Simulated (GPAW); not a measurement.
Here is a GPAW 26.7.0 calculation.

File run.py:

```python
from ase import Atoms
from ase.dft.bandgap import bandgap
from ase.io import write
from ase.units import GPa
from gpaw import GPAW, PW

atoms = Atoms(['Sn', 'Se'],
              cell=[[0.0, 3.01, 3.01],
                    [3.01, 0.0, 3.01],
                    [3.01, 3.01, 0.0]],
              scaled_positions=[[0.0, 0.0, 0.0],
                                [0.5, 0.5, 0.5]],
              pbc=True)

calc = GPAW(mode=PW(600),
            xc='PBE',
            kpts={'size': (8, 8, 8), 'gamma': True},
            occupations={'name': 'methfessel-paxton', 'order': 0, 'width': 0.016},
            nbands=19,
            convergence={'density': 1e-05, 'energy': 1e-05},
            maxiter=150,
            txt='gpaw.txt')
atoms.calc = calc
energy = atoms.get_potential_energy()
forces = atoms.get_forces()
stress = atoms.get_stress()
calc.write('gs.gpw')
write('result.traj', atoms)
print(f'Energy: {energy:.6f} eV')
print('Forces (eV/A):')
print(forces.round(4))
print('Stress (GPa):', (stress / GPa).round(3))
print('Fermi level:', round(calc.get_fermi_level(), 4), 'eV')
print(f'Gap: {bandgap(calc)[0]:.4f} eV, direct: {bandgap(calc, direct=True)[0]:.4f} eV')
```

Potentials or basis: GPAW PAW data sets (gpaw-data 1.2.1), pw.

Run with:

```bash
$ OMP_NUM_THREADS=1 python run.py
```

Predict the band gap on the k mesh.

0.60 eV, direct.

Predict the pressure.

0.8 GPa.

Caveat: spin-orbit coupling is left out, which moves the levels of the heavy elements. A k mesh can miss the band edges.
